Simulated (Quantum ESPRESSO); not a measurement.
# PbSe under changes of volume

One of the cells (27.098 Å³/atom); the others are scaled copies at fixed shape and fractional positions:

```
CELL_PARAMETERS angstrom
3.78432 0.00000 0.00000
0.00000 3.78432 0.00000
0.00000 0.00000 3.78432
ATOMIC_POSITIONS crystal
Pb 0.00000 0.00000 0.00000
Se 0.50000 0.50000 0.50000
```

Measurements of this composition are mostly on another form, of space group No. 225.

```yaml
Program: Quantum ESPRESSO 7.5
Functional: PBE
Potentials_or_basis: SSSP 1.3 efficiency PBE
Cutoff: 748 eV
Density_cutoff: 5987 eV
k_mesh: 7 × 7 × 7
Occupations: fermi-dirac, width 0.05 eV
Spin: no spin polarisation
```

```tsv
volume (Å³/atom)	energy over the lowest point (meV/atom)	pressure (GPa)
25.472	15.11	3.2
26.014	6.15	2.0
26.556	?	?
27.098	0.00	-0.2
27.640	1.90	-1.1
28.182	6.62	-1.9
28.724	13.88	-2.6
```

**Question.** What does the run at 26.556 Å³/atom give?

**Answer.** Energy over the lowest point 1.27 meV/atom; pressure 0.8 GPa.

Worked out: A Birch-Murnaghan fit of order 3 (a polynomial in V^(-2/3)) to the other rows has its minimum at 27.03 Å³/atom with B0 = V·E''(V) = 48 GPa and B' = 5.0. It gives 1.27 meV/atom at 26.556 Å³/atom, against the run's 1.27, and -dE/dV = 0.9 GPa, against 0.8.

Energies are extrapolated to zero smearing.
